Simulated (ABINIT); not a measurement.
A run of ABINIT 10.8.3 (patched build) is set up as follows.

File run.abi:

```
# Datasets: one volume each
ndtset 7
getwfk -1
scalecart1 3*0.9795861087
scalecart2 3*0.9864848297
scalecart3 3*0.9932883884
scalecart4 3*1.0000000000
scalecart5 3*1.0066227096
scalecart6 3*1.0131594038
scalecart7 3*1.0196128224

# Pseudopotentials
pp_dirpath "./"
pseudos "Cr.GGA_PBE-JTH.xml"

# Structure
acell 3*1.0 Angstrom
rprim
    -1.4844496776     1.4844496776     1.4844496776
     1.4844496776    -1.4844496776     1.4844496776
     1.4844496776     1.4844496776    -1.4844496776
ntypat 1
znucl 24
natom 1
typat 1
xred
     0.0000000000     0.0000000000     0.0000000000

# Plane-wave basis
ecut 28.0
pawecutdg 50.0
pawxcdev 0

# k points
kptopt 1
ngkpt 10 10 10
nshiftk 1
shiftk 0.0 0.0 0.0

# Exchange and correlation
ixc -120135

# Bands and occupations
nband 12
occopt 3
tsmear 0.05 eV

# Spin
nsppol 2
spinat
     0.0000000000     0.0000000000     3.0000000000

# SCF cycle
nstep 100
tolvrs 1.0e-9

# Output
iomode 3
prtwf 1
prtden 0
prteig 0
prtebands 0
enunit 2
```

Potentials or basis: JTH PAW PBE v2.0.

The run is started by

```sh
$ abinit run.abi > log 2>&1
```

(1) Estimate the bulk modulus.

(2) Estimate the equilibrium volume.

Answers

(1) 273 GPa (rough).

(2) 11.09 Å³/atom (rough: see the caveat).

Caveat: pressures at fixed basis lie under the slope of the energies; the minimum lies outside the volumes run; the PAW data sets were made with another functional, which shifts forces and pressure a little.
